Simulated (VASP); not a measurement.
Input of a VASP 6.6.1 run:

INCAR

```
SYSTEM = TiSi2
ALGO     = Normal         ! electronic algorithm
EDIFF    = 1E-6           ! SCF threshold, eV
EDIFFG   = -0.01          ! ionic threshold
ENCUT    = 600            ! plane-wave cutoff, eV
GGA      = PE             ! functional
IBRION   = 2              ! ionic algorithm
ISIF     = 3              ! what is computed and relaxed
ISMEAR   = -1             ! smearing method
LASPH    = .True.         ! aspherical terms in the spheres
LCHARG   = .False.        ! write CHGCAR
LREAL    = .False.        ! projectors in reciprocal space
LWAVE    = .False.        ! write WAVECAR
NELM     = 80             ! most SCF steps
NSW      = 60             ! ionic steps
PREC     = Accurate       ! precision mode
SIGMA    = 0.05           ! smearing width, eV
```

KPOINTS

```
k-points
0
Gamma
  5 5 5
  0 0 0
```

Contents of POSCAR:

```
TiSi2
1.0
    0.0000000000      4.1175163063      4.2628978354
    2.3895119538      0.0000000000      4.2628978354
    2.3895119538      4.1175163063      0.0000000000
Ti Si
2 4
Direct
    0.7500000000      0.7500000000      0.7500000000
    0.5000000000      0.5000000000      0.5000000000
    0.4125656100      0.0874343900      0.4125656100
    0.0874343900      0.4125656100      0.0874343900
    0.1625656100      0.8374343900      0.1625656100
    0.8374343900      0.1625656100      0.8374343900
```

Potentials or basis: VASP PAW PBE potentials, release 64 (Ti_sv, Si).

The run is started by

```bash
$ cat potpaw_PBE.64/Ti_sv/POTCAR potpaw_PBE.64/Si/POTCAR > POTCAR
$ mpirun -np 1 vasp_std > vasp.out
```

(1) What does it give for the space group after relaxing (to 0.05 Å)?

(2) Estimate the relaxed cell.

## Answers

(1) Fddd (No. 70).

(2) a = 5.960 Å, b = 4.922 Å, c = 4.770 Å, α = 75.87°, β = 53.22°, γ = 50.91°.
